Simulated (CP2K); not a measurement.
# Si2Mo (I4/mmm) in CP2K: reference runs

Aim: a first look at Si2Mo with PBE, on the cell as given and on a disturbed one.

All numbers are computed with CP2K 2026.2; they aren't measurements. Logs are shortened: lines on timing, memory, paths and dates and some standing lists are left out, and cuts for length are marked.

## 1. The structure

It takes space group I4/mmm (No. 139, tetragonal). Conventional cell: a = 3.200 Å, b = 3.200 Å, c = 7.861 Å, α = 90.00°, β = 90.00°, γ = 90.00°. Around Mo (site symmetry 4/mmm) lie 10 Si at 2.62 Å. Si (site symmetry 4mm) has 5 Si at 2.61 to 2.63 Å and 5 Mo at 2.62 Å as nearest neighbours.

## 2. Single point, PBE

si2mo_scf.inp reads:

```
&GLOBAL
  PROJECT si2mo_scf
  RUN_TYPE ENERGY_FORCE
  PRINT_LEVEL LOW
&END GLOBAL
&FORCE_EVAL
  METHOD QS
  STRESS_TENSOR ANALYTICAL
  &DFT
    BASIS_SET_FILE_NAME BASIS_MOLOPT_UZH
    POTENTIAL_FILE_NAME POTENTIAL_UZH
    &MGRID
      CUTOFF 450
      REL_CUTOFF 60
      NGRIDS 5
    &END MGRID
    &QS
      METHOD GPW
      EPS_DEFAULT 1.0E-10
    &END QS
    &KPOINTS
      SCHEME MONKHORST-PACK 12 12 12
      GAMMA_CENTERED T
      SYMMETRY T
      SYMMETRY_BACKEND SPGLIB
    &END KPOINTS
    &SCF
      SCF_GUESS ATOMIC
      EPS_SCF 1.0E-6
      MAX_SCF 100
      ADDED_MOS 15
      CHOLESKY OFF
      EPS_EIGVAL 1.0E-7
      &DIAGONALIZATION ON
        ALGORITHM STANDARD
      &END DIAGONALIZATION
      &MIXING ON
        METHOD BROYDEN_MIXING
        ALPHA 0.4
        BETA 1.5
        NBUFFER 8
      &END MIXING
      &SMEAR ON
        METHOD FERMI_DIRAC
        ELECTRONIC_TEMPERATURE [K] 580.226
      &END SMEAR
    &END SCF
    &XC
      &XC_FUNCTIONAL PBE
      &END XC_FUNCTIONAL
    &END XC
    &PRINT
      &KPOINTS ON
      &END KPOINTS
      &MULLIKEN ON
      &END MULLIKEN
      &MO ON
        ENERGIES T
        OCCUPATION_NUMBERS T
        &EACH
          QS_SCF 0
        &END EACH
        ADD_LAST NUMERIC
      &END MO
      &LOWDIN ON
      &END LOWDIN
      &HIRSHFELD ON
        SHAPE_FUNCTION DENSITY
      &END HIRSHFELD
      &E_DENSITY_CUBE ON
        STRIDE 1
      &END E_DENSITY_CUBE
      &V_HARTREE_CUBE ON
        STRIDE 1
      &END V_HARTREE_CUBE
      &ELF_CUBE ON
        STRIDE 1
      &END ELF_CUBE
    &END PRINT
  &END DFT
  &SUBSYS
    &CELL
      A 4.5352872291 0.0000000000 0.0000000000
      B 2.2774368476 3.9220035256 0.0000000000
      C -3.4063620383 -1.9610017628 2.2627416998
      PERIODIC XYZ
    &END CELL
    &COORD
      Mo  0.0000000000 0.0000000000 0.0000000000
      Si  4.5440869592 2.6159763516 0.0000000000
      Si  2.2686371175 1.3060271740 0.0000000000
    &END COORD
    &KIND Mo
      BASIS_SET TZVP-MOLOPT-PBE-GTH-q14
      POTENTIAL GTH-PBE-q14
    &END KIND
    &KIND Si
      BASIS_SET TZVP-MOLOPT-PBE-GTH-q4
      POTENTIAL GTH-PBE-q4
    &END KIND
    &PRINT
      &ATOMIC_COORDINATES ON
      &END ATOMIC_COORDINATES
      &CELL ON
      &END CELL
      &SYMMETRY ON
      &END SYMMETRY
    &END PRINT
  &END SUBSYS
  &PRINT
    &FORCES ON
    &END FORCES
    &STRESS_TENSOR ON
    &END STRESS_TENSOR
  &END PRINT
&END FORCE_EVAL
```

Potentials or basis: POTENTIAL_UZH Mo GTH-PBE-q14, Si GTH-PBE-q4; TZVP-MOLOPT-PBE-GTH basis.

The run is started by

```bash
$ OMP_NUM_THREADS=1 cp2k.psmp -i si2mo_scf.inp -o si2mo_scf.out
```

si2mo_scf.out:

```text

 CP2K| version string:                                       CP2K version 2026.2
 CP2K| Input file name                                             si2mo_scf.inp

 GLOBAL| Force Environment number                                              1
 GLOBAL| Basis set file name                                    BASIS_MOLOPT_UZH
 GLOBAL| Potential file name                                       POTENTIAL_UZH
 GLOBAL| MM Potential file name                                     MM_POTENTIAL
 GLOBAL| Coordinate file name                                      __STD_INPUT__
 GLOBAL| Method name                                                        CP2K
 GLOBAL| Project name                                                  si2mo_scf
 GLOBAL| Run type                                                   ENERGY_FORCE
 GLOBAL| FFT library                                                       FFTW3
[... 6 lines left out ...]
 GLOBAL| Total number of message passing processes                             1
 GLOBAL| Number of threads for this process                                    1
 GLOBAL| CPU model name                                                  UNKNOWN

 CELL| Volume [angstrom^3]:                                            40.248320
 CELL| Vector a [angstrom]:       4.535     0.000     0.000   |a| =     4.535287
 CELL| Vector b [angstrom]:       2.277     3.922     0.000   |b| =     4.535287
 CELL| Vector c [angstrom]:      -3.406    -1.961     2.263   |c| =     4.535287
 CELL| Angle (b,c), alpha [degree]:                                   138.683989
 CELL| Angle (a,c), beta  [degree]:                                   138.683989
 CELL| Angle (a,b), gamma [degree]:                                    59.857036
 CELL| Numerically orthorhombic:                                              NO
 CELL| Periodicity                                                           XYZ

 CELL_REF| Volume [angstrom^3]:                                        40.248320
 CELL_REF| Vector a [angstrom     4.535     0.000     0.000   |a| =     4.535287
 CELL_REF| Vector b [angstrom     2.277     3.922     0.000   |b| =     4.535287
 CELL_REF| Vector c [angstrom    -3.406    -1.961     2.263   |c| =     4.535287
 CELL_REF| Angle (b,c), alpha [degree]:                               138.683989
 CELL_REF| Angle (a,c), beta  [degree]:                               138.683989
 CELL_REF| Angle (a,b), gamma [degree]:                                59.857036
 CELL_REF| Numerically orthorhombic:                                          NO
 CELL_REF| Periodicity                                                       XYZ
[... 9 lines left out ...]
 TOTAL NUMBERS AND MAXIMUM NUMBERS

  Total number of            - Atomic kinds:                                   2
                             - Atoms:                                          3
                             - Shell sets:                                     3
                             - Shells:                                        25
                             - Primitive Cartesian functions:                 14
                             - Cartesian basis functions:                     77
                             - Spherical basis functions:                     69

  Maximum angular momentum of- Orbital basis functions:                        3
                             - Local part of the GTH pseudopotential:          2
                             - Non-local part of the GTH pseudopotential:      4

 MODULE QUICKSTEP: ATOMIC COORDINATES IN ANGSTROM

   Atom Kind Element         X             Y             Z       Z(eff)     Mass
      1    1 Mo   42      0.000000      0.000000      0.000000  14.0000  95.9600
      2    2 Si   14      4.544087      2.615976      0.000000   4.0000  28.0855
      3    2 Si   14      2.268637      1.306027      0.000000   4.0000  28.0855

 Crystal Symmetry Information
       International Symbol:                                              I4/mmm
       Point Group Symbol:                                                 4/mmm
       Schoenflies Symbol:                                                D4h^17
       Number of Symmetry Operations:                                         16

 SCF PARAMETERS         Density guess:                                    ATOMIC
[... 9 lines left out ...]
                        --------------------------------------------------------
                        level_shift [a.u.]:                             0.000000
                        added MOs                                        15    0
                        --------------------------------------------------------
                        Mixing method:                            BROYDEN_MIXING
                                                charge density mixing in g-space
                        --------------------------------------------------------
                        Smear method:                                FERMI_DIRAC
                        Electronic temperature [K]:                        580.2
[... 86 lines left out ...]
    13 Broy./Diag. 0.40E+00   15.9     0.00000033       -75.7472969417 -1.23E-06

  *** SCF run converged in    13 steps ***

  Electronic density on regular grids:        -21.9999999999        0.0000000001
  Core density on regular grids:               21.9999999978       -0.0000000022
  Total charge density on r-space grids:       -0.0000000021
  Total charge density g-space grids:          -0.0000000021

  Overlap energy of the core charge distribution:               0.00000000000016
  Self energy of the core charge distribution:               -148.29978054059990
  Core Hamiltonian energy:                                     33.53572150430050
  Hartree energy:                                              49.47823350699919
  Exchange-correlation energy:                                -10.46138766103412
  Electronic entropic energy:                                  -0.00008375125962
  Fermi energy:                                                 0.50015420926689

  Total energy:                                               -75.74729694167918
  Total energy (extrapolated to T->0):                        -75.74725506604938

 MO| EIGENVALUES AND OCCUPATION NUMBERS FOR K POINT 1
 MO|
 MO|  Index      Eigenvalue [a.u.]        Eigenvalue [eV]             Occupation
 MO|      1              -1.730601             -47.092053               2.000000
 MO|      2              -0.784904             -21.358329               2.000000
 MO|      3              -0.782956             -21.305324               2.000000
 MO|      4              -0.782755             -21.299857               2.000000
 MO|      5               0.085066               2.314766               2.000000
 MO|      6               0.170728               4.645755               2.000000
[... 82 lines left out ...]
 MO|     25               1.192830              32.458551               0.000000
 MO|     26               1.224001              33.306763               0.000000
 MO| Sum:                                                              22.000000
 MO| E(Fermi):            0.500154 a.u.         13.609888 eV
 MO| Band gap:            0.100076 a.u.          2.723202 eV

 MO| EIGENVALUES AND OCCUPATION NUMBERS FOR K POINT 4
 MO|
 MO|  Index      Eigenvalue [a.u.]        Eigenvalue [eV]             Occupation
 MO|      1              -1.729674             -47.066822               2.000000
 MO|      2              -0.788332             -21.451604               2.000000
 MO|      3              -0.788302             -21.450789               2.000000
 MO|      4              -0.783107             -21.309433               2.000000
 MO|      5               0.170022               4.626527               2.000000
 MO|      6               0.209113               5.690260               2.000000
[... 210 lines left out ...]
 MO|     25               1.173570              31.934459               0.000000
 MO|     26               1.242571              33.812068               0.000000
 MO| Sum:                                                              22.000005
 MO| E(Fermi):            0.500154 a.u.         13.609888 eV
 MO| Band gap:            0.104296 a.u.          2.838036 eV

 MO| EIGENVALUES AND OCCUPATION NUMBERS FOR K POINT 11
 MO|
 MO|  Index      Eigenvalue [a.u.]        Eigenvalue [eV]             Occupation
 MO|      1              -1.729629             -47.065602               2.000000
 MO|      2              -0.788921             -21.467625               2.000000
 MO|      3              -0.788217             -21.448471               2.000000
 MO|      4              -0.783010             -21.306787               2.000000
 MO|      5               0.164768               4.483561               2.000000
 MO|      6               0.234001               6.367489               2.000000
[... 114 lines left out ...]
 MO|     25               1.165695              31.720166               0.000000
 MO|     26               1.243908              33.848468               0.000000
 MO| Sum:                                                              22.000000
 MO| E(Fermi):            0.500154 a.u.         13.609888 eV

 [... the levels of further k-points ...]

 The electron density is written in Cube    file format to the file:

 si2mo_scf-ELECTRON_DENSITY-1_0.cube

 !-----------------------------------------------------------------------------!
                     Mulliken Population Analysis

 #  Atom  Element  Kind  Atomic population                           Net charge
       1     Mo       1         14.109077                             -0.109077
       2     Si       2          3.945463                              0.054537
       3     Si       2          3.945459                              0.054541
 # Total charge                             22.000000                 -0.000000

 !-----------------------------------------------------------------------------!

 !-----------------------------------------------------------------------------!
                           Hirshfeld Charges

  #Atom  Element  Kind  Ref Charge     Population                    Net charge
      1       Mo     1      14.000         13.881                         0.119
      2       Si     2       4.000          4.060                        -0.060
      3       Si     2       4.000          4.060                        -0.060

  Total Charge                                                            0.000
 !-----------------------------------------------------------------------------!

 LOWDIN POPULATION ANALYSIS

 #  Atom  Element  Kind  Atomic population                           Net charge
       1     Mo       1         15.492084                             -1.492084
       2     Si       2          3.253958                              0.746042
       3     Si       2          3.253958                              0.746042
 # Total charge                             22.000000                 -0.000000

               ----- ELF is computed on the real space grid -----

 ELF is written in Cube    file format to the file:

 si2mo_scf-ELF_S1-1_0.cube

 ENERGY| Total FORCE_EVAL ( QS ) energy [hartree]            -75.747297224116238

 FORCES| Atomic forces [hartree/bohr]
 FORCES|   Atom     x               y               z               |f|
 FORCES|      1  7.03424819E-09  1.02423055E-09  6.88041410E-10   7.14164524E-09
 FORCES|      2 -4.72118920E-03 -2.71809440E-03 -2.03767203E-09   5.44772105E-03
 FORCES|      3  4.72118213E-03  2.71809336E-03  1.34881079E-09   5.44771440E-03
 FORCES| Sum    -3.56424144E-11 -2.05680876E-11 -8.19829692E-13
 FORCES| Total atomic force                                       4.11594467E-11

 STRESS| Analytical stress tensor [bar]
 STRESS|                        x                   y                   z
 STRESS|      x        2.65249580627E+04  -3.45812429014E+03   2.29655859170E-02
 STRESS|      y       -3.45812429014E+03   3.05392482791E+04   9.09134238501E-03
 STRESS|      z        2.29655859170E-02   9.09134238501E-03   3.25347320294E+04
 STRESS| 1/3 Trace                                             2.98663127904E+04
 STRESS| Determinant                                           2.59657632408E+13

 STRESS| Eigenvectors and eigenvalues of the analytical stress tensor [bar]
 STRESS|                        1                   2                   3
 STRESS| Eigenvalues   2.45336966017E+04   3.25305097369E+04   3.25347320325E+04
 STRESS|      x           0.866598594259     -0.499005706407      0.000425911814
 STRESS|      y           0.499005888160      0.866598283810     -0.000733538746
 STRESS|      z          -0.000003054427      0.000848216149      0.999999640260
```

Wall time 4.3 min (1 thread of Arm Neoverse V1, shared host); peak memory 0.48 GiB.

What came out:

```yaml
Free_energy: -2061.1888 eV
Pressure: 3.0 GPa
Largest_force: 0.280 eV/Å
Band_gap_on_the_k_mesh: none (metal or under the smearing width)
Mulliken_charges: Mo -0.11; Si +0.05 e
Hirshfeld_charges: Mo +0.12; Si -0.06 e
```

Forces on the atoms (eV/Å):
```
Mo   0.000  0.000  0.000
Si  -0.243 -0.140  0.000
Si   0.243  0.140  0.000
```

Caveat: Mulliken charges move with the basis; the basis of atomic orbitals isn't converged, which shifts pressures, moduli and gaps.

[end of part 1 of 2]
